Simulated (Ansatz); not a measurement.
# Au (P6_3/mmc) in Ansatz: a series of runs

Aim: see how the results for Au move with the level of theory and the settings. Levels: PBE, LDA, PBEsol. Tasks: band structure.

All numbers are computed with Ansatz 0.2.0; they aren't measurements. Logs are shortened: lines on timing, memory, paths and dates and some standing lists are left out, and cuts for length are marked.

## 1. Starting point

The structure is hexagonal, space group P6_3/mmc (No. 194). Conventional cell: a = 2.900 Å, b = 2.900 Å, c = 4.880 Å, α = 90.00°, β = 90.00°, γ = 120.00°. Around Au (site symmetry -6m2) lie 12 Au at 2.90 to 2.96 Å.

This isn't the form of Au at room conditions, which is fcc.

## 2. Band structure, PBE

Input file input.yaml:

```yaml
crystal:
  lattice:
    - [2.9, 0.0, 0.0]
    - [-1.45, 2.511473671, 0.0]
    - [0.0, 0.0, 4.88]
  atoms:
    - { symbol: Au, position: [0.6666666667, 0.3333333333, 0.25] }
    - { symbol: Au, position: [0.3333333333, 0.6666666667, 0.75] }
kpoints:
  mp_grid: { grid: [11, 11, 6] }
  band_path:
    path:
      - [0.0, 0.0, 0.0]
      - [0.5, 0.0, 0.0]
      - [0.3333333333, 0.3333333333, 0.0]
      - [0.0, 0.0, 0.0]
      - [0.0, 0.0, 0.5]
      - [0.5, 0.0, 0.5]
      - [0.3333333333, 0.3333333333, 0.5]
      - [0.0, 0.0, 0.5]
    npoints: 8
scf:
  occupations: { method: fermi_dirac, width: 0.05 }
hamiltonian:
  xc: pbe
  pseudopotentials: { kind: all_electron, lapw: { basis_error: 0.001 } }
output:
  forces: true
  stress: true
  eigenvalues: true
```

Potentials or basis: all-electron LAPW, scalar-relativistic.

On the command line:

```
ansatz run input.yaml --threads 1 --pin off --max-ram 3072MiB --backend cpu --events-out ev --progress --plain --runs-dir out
```

Standard output:

```text
Warning: RAYON_NUM_THREADS=1 ignored (pool sized by the plan → 1); use --threads N
LAPW: plane waves up to 8.018 Å⁻¹, error target 1.0e-3 eV per atom; small_component_spin mean_spin; Au in spheres of 1.450 Å, 43 of its electrons in bands, Dirac shells [] (how accurate: hamiltonian.pseudopotentials.lapw.basis_error, Limitations)
Engine: ansatz 0.2.0, x86_64-unknown-linux-gnu
Pseudopotentials: kind: all_electron
Pseudopotential: Au, LAPW, valence charge 43, lapw/all_electron/scalar/gaussian/Au, Koelling and Harmon's equation, gaussian nucleus
Functional definition: PBE
  parameter kappa = 0.804
  parameter beta = 0.06672455060314922
  exchange = pbe_x(kappa = kappa, mu = beta*pi^2/3)
  correlation = pbe_c(beta = beta)
Crystal: 2 atoms, lattice volume = 35.542 Å³
Basis set: ecut = 244.9132767142758 eV, 313 PW (Γ), exchange–correlation at level 2
Bands: 52, of which v1, the nominal top of the filled ones, is band 43 counted from 1 (42 counted from 0)
Symmetry: 24 space group operations
Space group: P63/mmc (ITA 194), of the structure as read, at distance tolerance 3.3e-5 Å
k-points: 64 of 726
Non-local potential: Au, projectors of the file, none
Initial density: superposition of atomic densities (chi_scale 0.1, normalization cell)
Initial wavefunctions: plane waves of lowest kinetic energy (no species holds an atomic orbital)
Functional: x = pbe(κ = 0.804, μ = 0.2195149727645171), c = pbe(β = 0.06672455060314922)
iter 1 solved again at ethr=1.32e-4 eV; its pass at ethr=1.00e-1 eV (dr2=1.13e-1 eV) is discarded
SCF iter   1: F=—  HF=-1034450.257352 eV  |F-HF|=—  |Δ(HF+E_count)|=         —  Δρ=2.31e-2  dr2=1.13e-1  ethr=1.32e-4  ⟨swp⟩=3.0  Hψ=20300  notcnv=0
preconditioner: auto → LDOS  [metal: Δε(μ)=0.105 eV  Ē_g=15.204 eV  σ=0.050 eV  W_gap=0.48  n_scr=22 (ndim 8)  ℏωp=29.2 eV  f_vac=0.051  D(μ)=0.97/eV (n_scr^D=2)  β→1.0]
iter 2 solved again at ethr=1.64e-6 eV; its pass at ethr=1.32e-4 eV (dr2=1.41e-3 eV) is discarded
SCF iter   2: F=—  HF=-1034450.292122 eV  |F-HF|=—  |Δ(HF+E_count)|=   3.48e-2  Δρ=3.45e-3  dr2=1.41e-3  ethr=1.64e-6  ⟨swp⟩=2.0  Hψ=17481  notcnv=0
SCF iter   3: F=—  HF=-1034449.775054 eV  |F-HF|=—  |Δ(HF+E_count)|=   5.17e-1  Δρ=4.27e-3  dr2=3.83e-3  ethr=1.64e-6  ⟨swp⟩=3.2  Hψ=11295  notcnv=0
SCF iter   4: F=—  HF=-1034449.766240 eV  |F-HF|=—  |Δ(HF+E_count)|=   8.81e-3  Δρ=1.60e-3  dr2=5.46e-4  ethr=1.64e-6  ⟨swp⟩=2.5  Hψ=9657  notcnv=0
SCF iter   5: F=—  HF=-1034449.766236 eV  |F-HF|=—  |Δ(HF+E_count)|=   4.21e-6  Δρ=3.33e-4  dr2=2.53e-5  ethr=6.34e-7  ⟨swp⟩=2.5  Hψ=9654  notcnv=0
SCF iter   6: F=—  HF=-1034449.766282 eV  |F-HF|=—  |Δ(HF+E_count)|=   4.57e-5  Δρ=2.50e-5  dr2=1.31e-7  ethr=2.95e-8  ⟨swp⟩=3.0  Hψ=10021  notcnv=0
SCF iter   7: F=-1034449.766282 eV  HF=-1034449.766282 eV  |F-HF|=4.66e-10  |Δ(HF+E_count)|=   3.11e-7  Δρ=3.05e-6  dr2=2.44e-9  ethr=1.52e-10  ⟨swp⟩=3.0  Hψ=10150  notcnv=0
SCF 1 converged in 7 iterations: F = -1034449.766282 eV  dr2 = 2.44e-9
NSCF: frozen V_eff on 57 k-points
SCF converged after 7 iterations
Free energy (F): -1034449.766282 eV
Harris-Foulkes:  -1034449.766282 eV  (|F-HF|=4.66e-10)
Internal energy: -1034449.757745 eV  (E = F + TS)
E sigma→0 (E₀):  -1034449.762014 eV
Entropy (-TS):   -0.008537 eV (-4.269 meV/atom)
Fermi energy:    23.843671 eV
--- Per-component energies (eV) ---
  E_band       = -7782.989864
  E_kinetic    = 1179038.631560
  E_xc         = -19829.885188
  E_electrostatic = -2193658.504117  (all electrons and nuclei)
  E_smearing   = -0.008537  (= −TS)
  E_closure    = 0.000000  (closes the sum)
  E_atoms      = -1034443.326560  (free atoms, spherical and without spin; not in F)
  Σ components = -1034449.766282   (vs F -1034449.766282, Δ=0.00e0)
  Basis errors (estimates in eV, not in F): energy 2.2e-4 per atom: plane waves 2.1e-4 (1.1e-4 summed), levels above the bands 1.8e-167, relativity 5.4e-8, radial functions 9.1e-6, core shells 1.1e-8; eigenvalues (radial functions only) 6.7e-6; not estimated: angular momenta, meshes, grids; target (lapw.basis_error) 1.0e-3; muffin-tin radii Au 1.450 Å
--- Forces (eV/Å), atoms counted from 1 ---
  atom   1  Au    -0.00000000    -0.00000000     0.00000000
  atom   2  Au     0.00000000     0.00000000    -0.00000000
  max |Σ_I F_I| component: 2.31e-18 eV/Å
--- Stress (GPa, compression-positive) ---
        2.126394       0.000000      -0.000000
        0.000000       2.126394      -0.000000
       -0.000000      -0.000000       1.305269
  P = ⅓ Tr σ = 1.8527 GPa (18.527 kbar)
--- Band table (eV; the first three rows and the last of 64) ---
  k-point 0: bands = ["-298.7170", "-298.7170", "-298.7113", "-298.7113", "-298.7113", "-298.7113", "-298.7054", "-298.7054", "-298.7054", "-298.7054", "-81.4312", "-81.4232", "-54.4599", "-54.4596", "-54.4584", "-54.4584", "-54.4575", "-54.4575", "-54.4557", "-54.4557", "-54.4553", "-54.4553", "-54.4495", "-54.4495", "-54.4495", "-54.4495", "-32.9584", "-32.8118", "-32.8118", "-32.7913", "-32.7882", "-32.7882", "14.4369", "16.8313", "19.2183", "19.4998", "19.4998", "19.7877", "19.7877", "20.4475", "20.4475", "21.7148", "21.7148", "22.8883", "26.3299", "38.4389", "39.4607", "40.5207", "41.9793", "41.9793", "44.8638", "44.8638"]
  k-point 1: bands = ["-298.7170", "-298.7170", "-298.7113", "-298.7113", "-298.7113", "-298.7113", "-298.7054", "-298.7054", "-298.7054", "-298.7054", "-81.4307", "-81.4237", "-54.4599", "-54.4596", "-54.4584", "-54.4584", "-54.4575", "-54.4575", "-54.4557", "-54.4557", "-54.4553", "-54.4553", "-54.4495", "-54.4495", "-54.4495", "-54.4495", "-32.9473", "-32.8102", "-32.8102", "-32.8026", "-32.7898", "-32.7898", "14.6564", "16.8124", "19.1711", "19.4567", "19.4567", "19.7268", "19.7268", "20.5997", "20.5997", "21.6441", "21.6798", "21.6798", "28.0113", "37.9463", "39.6843", "40.0586", "41.7742", "41.7742", "44.4924", "44.4924"]
  k-point 2: bands = ["-298.7170", "-298.7170", "-298.7113", "-298.7113", "-298.7113", "-298.7113", "-298.7054", "-298.7054", "-298.7054", "-298.7054", "-81.4292", "-81.4252", "-54.4598", "-54.4597", "-54.4584", "-54.4584", "-54.4575", "-54.4575", "-54.4556", "-54.4556", "-54.4554", "-54.4554", "-54.4495", "-54.4495", "-54.4495", "-54.4495", "-32.9169", "-32.8334", "-32.8059", "-32.8059", "-32.7941", "-32.7941", "15.2686", "16.6434", "19.0961", "19.4181", "19.4181", "19.5898", "19.5898", "20.0580", "20.9346", "20.9346", "21.5463", "21.5463", "30.9766", "36.8291", "38.9652", "39.2450", "41.7057", "41.7057", "43.2120", "43.2120"]
  k-point 63: bands = ["-298.7170", "-298.7170", "-298.7113", "-298.7113", "-298.7113", "-298.7113", "-298.7054", "-298.7054", "-298.7054", "-298.7054", "-81.4189", "-81.4189", "-54.4595", "-54.4595", "-54.4584", "-54.4584", "-54.4579", "-54.4579", "-54.4558", "-54.4558", "-54.4557", "-54.4557", "-54.4494", "-54.4494", "-54.4494", "-54.4494", "-32.9431", "-32.9431", "-32.9029", "-32.9029", "-32.8296", "-32.8296", "18.1142", "18.1142", "18.8246", "18.8246", "19.4834", "19.4834", "20.3916", "20.3916", "21.7912", "21.7912", "27.5071", "27.5071", "28.2310", "28.2310", "31.0416", "31.0416", "39.0329", "39.0329", "41.8252", "41.8252"]
```

bands.tsv:

```text
[... 71 lines left out ...]
```

Run time: 57 s. Hardware: 1 thread of Intel Xeon at 2.70GHz, shared host; peak memory 0.47 GiB.

Results:

```
Free energy             : -1034449.7663 eV
Pressure                : 1.9 GPa
Band gap along the path : none (metal or under the smearing width)
```

Levels at the corners of the path, in eV from the Fermi level:
| point | band 41 | band 42 | band 43 | band 44 | band 45 | band 46 |
| --- | --- | --- | --- | --- | --- | --- |
| Γ | -3.40 | -2.13 | -2.13 | -0.96 | 2.49 | 14.60 |
| M | -1.82 | -1.65 | 0.40 | 1.53 | 5.66 | 7.09 |
| K | -2.39 | -2.31 | 2.30 | 2.30 | 3.84 | 9.40 |
| Γ | -3.40 | -2.13 | -2.13 | -0.96 | 2.49 | 14.60 |
| A | -2.56 | -2.56 | -2.56 | -2.56 | 10.33 | 10.33 |
| L | -1.72 | -1.72 | 0.56 | 0.56 | 3.80 | 3.80 |
| H | -2.08 | -2.08 | 4.13 | 4.13 | 4.56 | 4.56 |
| A | -2.56 | -2.56 | -2.56 | -2.56 | 10.33 | 10.33 |

Caveat: spin-orbit coupling is left out, which moves the levels of the heavy elements.

## 3. Band structure, LDA

input.yaml: that of step 2 with these lines changed.

```diff
@@ -24,3 +24,3 @@
 hamiltonian:
-  xc: pbe
+  xc: lda
   pseudopotentials: { kind: all_electron, lapw: { basis_error: 0.001 } }
```

Potentials or basis: all-electron LAPW, scalar-relativistic.

On the command line:

```
ansatz run input.yaml --threads 1 --pin off --max-ram 3072MiB --backend cpu --events-out ev --progress --plain --runs-dir out
```

It took 54 s on 1 thread of Intel Xeon at 2.70GHz, shared host; peak memory 0.46 GiB.

Results (log left out):

```
Free energy             : -1033881.3033 eV
Pressure                : -10.8 GPa
Band gap along the path : none (metal or under the smearing width)
```

Stress tensor (GPa, compression positive):
```
-10.76   0.00   0.00
  0.00 -10.76   0.00
  0.00   0.00 -10.86
```

Levels at the corners of the path, in eV from the Fermi level:
```
point  band 41  band 42  band 43  band 44  band 45  band 46
    Γ    -3.35    -2.07    -2.07    -0.97     2.45    14.64
    M    -1.76    -1.59     0.41     1.51     5.60     6.99
    K    -2.33    -2.25     2.24     2.24     3.85     9.36
    Γ    -3.35    -2.07    -2.07    -0.97     2.45    14.64
    A    -2.50    -2.50    -2.50    -2.50    10.31    10.31
    L    -1.66    -1.66     0.55     0.55     3.75     3.75
    H    -2.02    -2.02     4.04     4.04     4.55     4.55
    A    -2.50    -2.50    -2.50    -2.50    10.31    10.31
```

Caveat: spin-orbit coupling is left out, which moves the levels of the heavy elements.

## 4. Band structure, PBEsol

input.yaml: that of step 3 with these lines changed.

```diff
@@ -24,3 +24,3 @@
 hamiltonian:
-  xc: lda
+  xc: pbesol
   pseudopotentials: { kind: all_electron, lapw: { basis_error: 0.001 } }
```

On the command line:

```
ansatz run input.yaml --threads 1 --pin off --max-ram 3072MiB --backend cpu --events-out ev --progress --plain --runs-dir out
```

Run time: 51 s. Hardware: 1 thread of Intel Xeon at 2.70GHz, shared host; peak memory 0.46 GiB.

It converged, with:

```
Free energy             : -1034165.3180 eV
Pressure                : -6.5 GPa
Band gap along the path : none (metal or under the smearing width)
```

Stress tensor (GPa, compression positive):
```
-6.30  0.00  0.00
 0.00 -6.30  0.00
 0.00  0.00 -6.78
```

Levels at the corners of the path, in eV from the Fermi level:
| point | band 40 | band 41 | band 42 | band 43 | band 44 | band 45 | band 46 | band 47 |
| --- | --- | --- | --- | --- | --- | --- | --- | --- |
| Γ | -3.36 | -3.36 | -2.08 | -2.08 | -1.01 | 2.49 | 14.55 | 15.58 |
| M | -1.87 | -1.77 | -1.60 | 0.39 | 1.53 | 5.62 | 7.06 | 7.13 |
| K | -2.35 | -2.35 | -2.27 | 2.28 | 2.28 | 3.82 | 9.37 | 9.53 |
| Γ | -3.36 | -3.36 | -2.08 | -2.08 | -1.01 | 2.49 | 14.55 | 15.58 |
| A | -4.35 | -2.51 | -2.51 | -2.51 | -2.51 | 10.31 | 10.31 | 14.83 |
| L | -2.30 | -1.67 | -1.67 | 0.53 | 0.53 | 3.79 | 3.79 | 12.99 |
| H | -3.51 | -2.03 | -2.03 | 4.11 | 4.11 | 4.54 | 4.54 | 6.40 |
| A | -4.35 | -2.51 | -2.51 | -2.51 | -2.51 | 10.31 | 10.31 | 14.83 |

Caveat: spin-orbit coupling is left out, which moves the levels of the heavy elements.

## 5. Summary

| level | pressure (GPa) |
| --- | --- |
| PBE | 1.9 |
| LDA | -10.8 |
| PBEsol | -6.5 |

Alike in all rows: task band structure; potentials or basis all-electron LAPW, scalar-relativistic; no spin polarisation; cell as given; k mesh 11 × 11 × 6; cutoff (eV) 245; smearing fermi-dirac 0.05 eV; basis error allowed 0.001 eV/atom.

The pressure there spans -10.8 GPa (LDA) to 1.9 GPa (PBE); a positive pressure means that this level wants a larger cell, a negative one a smaller.

Caveats: spin-orbit coupling is left out, which moves the levels of the heavy elements.

Compare energies only between runs with the same functional and basis.
